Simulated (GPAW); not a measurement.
Os:

```
CELL_PARAMETERS angstrom
2.73410 0.00000 0.00000
-1.36705 2.36780 0.00000
0.00000 0.00000 4.31970
ATOMIC_POSITIONS crystal
Os 0.66667 0.33333 0.75000
Os 0.33333 0.66667 0.25000
```

Base run:

```yaml
Program: GPAW 26.7.0
Functional: mBEEF
Potentials_or_basis: GPAW PAW data sets (gpaw-data 1.2.1)
Cutoff: 600 eV
Basis: pw
k_mesh: 8 × 8 × 5
Occupations: fermi-dirac, width 0.05 eV
Spin: spin-orbit coupling, no magnetisation
```

Its results: pressure -17.8 GPa.

Q: The run is repeated on the same cell with these changes: functional from mBEEF to TPSS; spin axis theta (degrees) from 54.7 to 90. What comes out?

A: Pressure -0.2 GPa.

Caveats: spin-orbit coupling was added after a scalar SCF, so levels and gaps hold it while energy, forces, pressure and moments don't; so large a pressure means that the cell lies far from this level's equilibrium, or that cutoff or potentials fall short (some runs); the potentials were made for another functional, which shifts forces and pressure (some runs); the PAW data sets were made with another functional, which shifts forces and pressure a little (some runs).
